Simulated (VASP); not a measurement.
Wanted: the native input for a VASP 6.6.1 run.

- Task: single point
- Functional: PBE
- Potentials or basis: VASP PAW PBE potentials, release 64 (Ce)
- Cutoff: 520 eV
- k mesh: 6 × 6 × 6
- Occupations: gaussian, width 0.05 eV
- Spin: collinear spin, typed start
- Starting moments: [0.05] μB
- Dipole correction: no
- Further INCAR settings: ALGO = Fast; EDIFF = 1e-07; NBANDS = 16

The structure of Ce lies in POSCAR:

```
Ce
1.0
    0.0000000000      2.3562256404      2.3562256404
    2.3562256404      0.0000000000      2.3562256404
    2.3562256404      2.3562256404      0.0000000000
Ce
1
Direct
    0.0000000000      0.0000000000      0.0000000000
```

These files were run (other wordings do the same):

INCAR

```
SYSTEM = Ce
PREC = Accurate ; ENCUT = 520
EDIFF = 1E-7 ; ISMEAR = 0
SIGMA = 0.05 ; LREAL = .False.
LASPH = .True. ; NELM = 150
ALGO = Fast ; ISIF = 2
LWAVE = .False. ; LCHARG = .False.
ISPIN = 2 ; MAGMOM = 0.05
LORBIT = 11 ; LMAXMIX = 6
GGA = PE ; NBANDS = 16
```

KPOINTS

```
regular mesh
0
Gamma
  6 6 6
  0 0 0
```

Potentials or basis: VASP PAW PBE potentials, release 64 (Ce).

Launch:

```bash
$ cat potpaw_PBE.64/Ce/POTCAR > POTCAR
$ mpirun -np 1 vasp_std > vasp.out
```

It gave:

```yaml
Pressure: -0.2 GPa
Band_gap_on_the_k_mesh: none (metal or under the smearing width)
Net_moment: 0.00 μB per cell
Valence_electrons_inside_the_program's_atomic_spheres: Ce 9.94
```

Caveat: the k mesh is coarse (spacing up to 0.38 Å⁻¹), so the values aren't converged; the magnetic or orbital state may not be the lowest; spin-orbit coupling is left out, which moves the levels of the heavy elements.

It took 34 s on 1 thread of Intel(R) Xeon(R) 6975P-C (Granite Rapids) (shared host), peak memory 0.19 GiB.
